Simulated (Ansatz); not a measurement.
Consider the substitution at a C–C bond: `CC(C)CCC(C)(C)C` + H–F → `CC(C)(C)F` + `CCC(C)C`.

Isolated molecules relaxed with PBE0-D4/def2-TZVP in Ansatz; ΔE leaves out vibrations. CBS: MP2 limit from def2 TZ/QZ plus the TZ coupled-cluster correction, frozen cores. This one scheme is used for every species. One conformer a species, not always the lowest.

```json
{"species": "`CC(C)CCC(C)(C)C`", "CCSD(T)/CBS(def2) energy (Eh)": "-354.55294"}
{"species": "H–F", "CCSD(T)/CBS(def2) energy (Eh)": "-100.39570"}
{"species": "`CC(C)(C)F`", "CCSD(T)/CBS(def2) energy (Eh)": "-257.43757"}
{"species": "`CCC(C)C`", "CCSD(T)/CBS(def2) energy (Eh)": "-197.50425"}
```

(1) Work out ΔE.

Largest T1 diagnostic among the species: 0.010.

Results:

(1) ΔE = (-257.43757) + (-197.50425) − (-354.55294) − (-100.39570) = 0.00682 Eh = +17.9 kJ/mol.

From r2SCAN to r2SCAN0 (25 % exact exchange), in def2-TZVPP and without D4, ΔE moves by +5.5 kJ/mol. In def2-TZVPP, CCSD(T) changes the Hartree–Fock value by +46.2 kJ/mol (the triples alone add +5.2 kJ/mol) and MP2 by +60.1 kJ/mol. The D4 term adds +20.8 kJ/mol with B3LYP and +12.6 kJ/mol with PBE0; it sums over pairs of atoms, weighted by their polarisabilities, and B3LYP, whose exchange is more repulsive, gets the larger term.

B3LYP here is the variant with VWN-RPA as its local correlation; programs differ in this.
